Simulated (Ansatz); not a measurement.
# Ionic part of the dielectric constant of ZnS at 16 GPa, mode by mode

Level of theory: Ansatz 0.2.0, DFT LDA, scalar-relativistic, plane waves, PAW. Plane waves to 420 eV; Γ-centred k mesh 10×10×10; fixed occupations. No spin polarisation. Phonons by linear response, acoustic sum rule imposed.

Symmetry: F-43m, No. 216, cubic system. Conventional cell: a = 5.061 Å, b = 5.061 Å, c = 5.061 Å, α = 90.00°, β = 90.00°, γ = 90.00°. Zn (site symmetry -43m) is surrounded by 4 S at 2.19 Å. Around S (site symmetry -43m) lie 4 Zn at 2.19 Å.

The real crystal has changed phase below this pressure.

The primitive cell has V = 32.41 Å³ and ε∞,xx = 6.240. Each polar mode adds Δε = (4.92064×10⁷/V)·S/ν² along x, with S its oscillator strength in e²/amu, ν in cm⁻¹ and V in Å³.

Problem. From these modes, find each Δε and ε0,xx.
```
ν (cm⁻¹) S_xx (e²/amu)
   364.3         0.1348
```

Solution.
```
ν (cm⁻¹)    Δε
   364.3  1.54
```

The sum is 1.543, so ε0,xx = 7.78; the run's tensor has 7.78.

Problem. Where do the longitudinal modes lie for a wave vector along x?

Solution. At 407 cm⁻¹. The Lyddane–Sachs–Teller product Π(ν_LO/ν_TO)² = 1.25 matches ε0/ε∞ = 1.25.

Cost: 1 run of about 1.5 core-minutes, on Intel Xeon Platinum 8259CL (Skylake/Cascade Lake) (shared hosts).

The static dielectric response of zincblende ZnS is mainly electronic here: the lattice adds only 1.54 to an ε∞ of 6.240. All of the ionic part comes from the single triply degenerate optical mode, in which the Zn and S sublattices move against each other. Its dipole reflects the partly ionic character of the polar covalent bonds, while their stiffness limits the displacement in a static field. Because the contribution scales as S/ν², a softer mode of equal oscillator strength would add more.

The macroscopic field of the longitudinal mode raises its frequency to 407 cm⁻¹, and electronic screening moderates this shift. ε∞ is probably too large, as is usual for ZnS in LDA, which underestimates the gap and so makes the electrons too polarisable. For a given oscillator strength, that would make the LO–TO splitting too small. The Lyddane–Sachs–Teller agreement confirms internal consistency, not the accuracy of either dielectric constant. A single volume can't separate the effects of compression on bond stiffness and on the effective charges.
